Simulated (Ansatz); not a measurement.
Wanted: the native input for an Ansatz 0.2.0 run.

```
Task                                : band structure
Functional                          : PBE
Potentials or basis                 : SPMS NC
Cutoff                              : 381 eV (not typed: the program's choice for these potentials)
k mesh                              : 11 × 11 × 11
Occupations                         : fermi-dirac, width 0.05 eV
Spin                                : no spin polarisation
Path                                : [["G", "X", "W", "K", "G", "L", "U", "W", "L", "K"], ["U", "X"]]
Points for each segment of the path : 14
```

Crystal: Al.

```
CELL_PARAMETERS angstrom
0.00000 2.02481 2.02481
2.02481 0.00000 2.02481
2.02481 2.02481 0.00000
ATOMIC_POSITIONS crystal
Al 0.00000 0.00000 0.00000
```

These files were run (other wordings do the same):

input.yaml

```yaml
crystal:
  lattice:
    - [0.0, 2.024805, 2.024805]
    - [2.024805, 0.0, 2.024805]
    - [2.024805, 2.024805, 0.0]
  atoms:
    - { symbol: Al, position: [0.0, 0.0, 0.0] }
hamiltonian:
  xc: pbe
  pseudopotentials: { kind: nc, source: spms }
kpoints:
  mp_grid: { grid: [11, 11, 11] }
  band_path:
    path:
      - [[0.0, 0.0, 0.0], [0.5, 0.0, 0.5], [0.5, 0.25, 0.75], [0.375, 0.375, 0.75], [0.0, 0.0, 0.0], [0.5, 0.5, 0.5], [0.625, 0.25, 0.625], [0.5, 0.25, 0.75], [0.5, 0.5, 0.5], [0.375, 0.375, 0.75]]
      - [[0.625, 0.25, 0.625], [0.5, 0.0, 0.5]]
    npoints: 14
scf:
  occupations: { method: fermi_dirac, width: 0.05 }
  n_extra_bands: 6
output:
  forces: true
  stress: true
  eigenvalues: true
  fatbands: false
  write_density: true
  write_potential: true
  elf: true
  volumetric_format: npy
```

Potentials or basis: SPMS NC.

Launch:

```bash
$ ansatz run input.yaml --threads 2 --pin off --max-ram 5120MiB --backend cpu --events-out ev --progress --plain --runs-dir out
```

It gave:

| Quantity | Value |
| --- | --- |
| Pressure | -0.7 GPa |
| Band gap on the k mesh | none (metal or under the smearing width) |

Run time: 0.57 s on 2 threads of Arm Neoverse V1, with other jobs on the host, peak memory 0.22 GiB.
